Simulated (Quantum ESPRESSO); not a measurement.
Crystal: NaF (Villiaumite).

```
Na F
1.0
     0.00000    2.32000    2.32000
     2.32000    0.00000    2.32000
     2.32000    2.32000    0.00000
Na F
1 1
Direct
  0.00000 0.00000 0.00000
  0.50000 0.50000 0.50000
```

* Program: Quantum ESPRESSO 7.5
* Task: phonons and Raman activities
* Functional: PBEsol
* Potentials or basis: GBRV 1.5 PBEsol
* Cutoff: 612 eV
* Density cutoff: 4898 eV
* k mesh: 6 × 6 × 6, shifted
* Occupations: fermi-dirac, width 0.05 eV
* Spin: no spin polarisation
* Mixing beta: 0.5
* Most SCF iterations: 120
* SCF threshold: 4e-10 Ry

The cell and the atoms were relaxed first, to 12.53 Å³/atom (a = 3.284 Å, b = 3.284 Å, c = 3.284 Å, α = 60.00°, β = 60.00°, γ = 60.00°), and the response was taken there.

The first run showed a gap, so the response started from a second, tighter run with fixed occupations.

Task: What is the highest optical frequency at the zone centre, leaving out the macroscopic field of polar modes?

Result: 242 cm⁻¹, a mode of symmetry T1u (IR). With the field the highest mode lies at 401 cm⁻¹.

Optical modes at Γ, degenerate ones joined, polar ones without the macroscopic field:
| cm⁻¹ | components | symmetry | active in | IR intensity, summed ((D/Å)²/amu) |
| --- | --- | --- | --- | --- |
| 242 | 3 | T1u | IR | 6.83 |

Non-resonant Raman activities from finite differences of the dielectric tensor, degenerate modes summed:
```
cm⁻¹  modes  symmetry  activity (Å⁴/amu)
 242      3       T1u                0.0
```
